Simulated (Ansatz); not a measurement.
## ZnS, space group F-43m: an all-electron equation of state, step by step

With Ansatz 0.2.0, Python API.

The cells in order, each with its output:

In [1]:
```python
import ansatz
from ase.eos import EquationOfState
from ase.units import GPa
import numpy as np
```

In [2]:
```python
config = {
    "occupations": "Fixed",
    "kmesh": (6, 6, 6),
}

vectors0 = np.array([
    [0.0, 2.702, 2.702],
    [2.702, 0.0, 2.702],
    [2.702, 2.702, 0.0],
])
sites = [
    ("Zn", [0.25, 0.25, 0.25]),
    ("S", [0.0, 0.0, 0.0]),
]


def on_lattice(cell):
    crystal = ansatz.Crystal(lattice=ansatz.Lattice.of(cell))
    for symbol, position in sites:
        crystal = crystal.atom(symbol, position)
    return crystal
```

In [3]:
```python
volumes, energies = [], []
for scale in np.linspace(0.92, 1.08, 5):
    cell = vectors0 * scale ** (1 / 3)
    calculation = on_lattice(cell).calculation()
    calculation = calculation.functional(ansatz.Functional.PBESOL)
    calculation = calculation.occupations(config["occupations"])
    calculation = calculation.kpoints(*config["kmesh"]).pseudopotentials("all_electron", lapw=True)
    summary = calculation.run().report
    volumes.append(abs(np.linalg.det(cell)) / len(sites))
    energies.append(summary["free_energy_ev"] / len(sites))
    print(f"{scale:.3f} {volumes[-1]:9.4f} A^3/atom {energies[-1]:16.5f} eV/atom  (estimated basis error {1000 * summary['lapw_basis_errors']['total_ev_per_atom']:.2f} meV/atom)")
v0, e0, bulk = EquationOfState(volumes, energies, eos="birchmurnaghan").fit()
print(f"V0 = {v0:.4f} A^3/atom, B0 = {bulk / GPa:.1f} GPa")
```
```text
0.920   18.1486 A^3/atom     -29841.01815 eV/atom  (estimated basis error 0.11 meV/atom)
0.960   18.9377 A^3/atom     -29841.03335 eV/atom  (estimated basis error 0.11 meV/atom)
1.000   19.7268 A^3/atom     -29841.03120 eV/atom  (estimated basis error 0.11 meV/atom)
1.040   20.5158 A^3/atom     -29841.01519 eV/atom  (estimated basis error 0.11 meV/atom)
1.080   21.3049 A^3/atom     -29840.98811 eV/atom  (estimated basis error 0.11 meV/atom)
V0 = 19.2168 A^3/atom, B0 = 78.9 GPa
```

A third-order Birch-Murnaghan fit through the 5 points has its minimum at 19.22 Å³ an atom, 2.6 % below the typed cell, with a bulk modulus of 79 GPa and dB/dP = 4.5. From that minimum the energy rises by 16.2 meV an atom on the compressed side and 46.3 meV on the expanded side.

All-electron totals depend on functional, relativistic treatment and basis; only differences at equal settings carry meaning. Of the deposited cell: the entry's cell lengths or inner coordinates differ somewhat from later room-temperature determinations. The structure is a deposited one; some such entries were measured under pressure or heat, so a shift against it needn't be the functional's error alone. Finished in 35 s on 1 thread of Arm Neoverse V2 (shared host), peak memory 0.35 GiB.
